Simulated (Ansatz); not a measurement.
Bulk crystal (GaSb) after relaxation:

```
CELL_PARAMETERS angstrom
0.00000 3.02439 3.02439
3.02439 0.00000 3.02439
3.02439 3.02439 0.00000
ATOMIC_POSITIONS crystal
Ga 0.00000 0.00000 0.00000
Sb 0.25000 0.25000 0.25000
```

Miller indices refer to the conventional cell of F-43m (No. 216), a = 6.049 Å, b = 6.049 Å, c = 6.049 Å, α = 90.00°, β = 90.00°, γ = 90.00°.

The (110) slab of 6 planes, 10.7 Å thick with 15 Å of vacuum as cut; outer planes GaSb (top) and GaSb (bottom).

Level of theory: DFT LDA, scalar-relativistic, plane waves, PAW (Ansatz 0.2.0). Cutoff 420 eV; k points 8×6×1 on the computed 12-atom cell (Γ-centred); Gaussian smearing, width 0.10 eV; no spin polarisation. A dipole correction removes the field between periodic images along c.

With the atoms at the bulk's places:

```
Surface energy (mean of both faces) : 1.03 J/m²
```

Q: What changes when all atoms relax within this surface cell and its symmetry?

A: The energy falls by 0.381 J/m² a face, and the largest move is 0.62 Å.

```json
{
 "Surface energy (mean of both faces)": "0.65 J/m²"
}
```

```json
{"plane (bottom to top)": "1", "atoms": "GaSb", "spacing to next, bulk (Å)": "2.139", "relaxed (Å)": "1.988", "change (%)": "-7.0", "rumpling (Å)": "0.783"}
{"plane (bottom to top)": "2", "atoms": "GaSb", "spacing to next, bulk (Å)": "2.139", "relaxed (Å)": "2.165", "change (%)": "+1.2", "rumpling (Å)": "0.135"}
{"plane (bottom to top)": "3", "atoms": "GaSb", "spacing to next, bulk (Å)": "2.139", "relaxed (Å)": "2.141", "change (%)": "+0.1", "rumpling (Å)": "0.094"}
{"plane (bottom to top)": "4", "atoms": "GaSb", "spacing to next, bulk (Å)": "2.139", "relaxed (Å)": "2.165", "change (%)": "+1.2", "rumpling (Å)": "0.094"}
{"plane (bottom to top)": "5", "atoms": "GaSb", "spacing to next, bulk (Å)": "2.139", "relaxed (Å)": "1.988", "change (%)": "-7.0", "rumpling (Å)": "0.135"}
{"plane (bottom to top)": "6", "atoms": "GaSb", "spacing to next, bulk (Å)": "", "relaxed (Å)": "", "change (%)": "", "rumpling (Å)": "0.783"}
```

Spin-orbit coupling is left out, which matters for the bands of heavy elements. Gaps are read on the k points sampled, so a band crossing between them can be missed.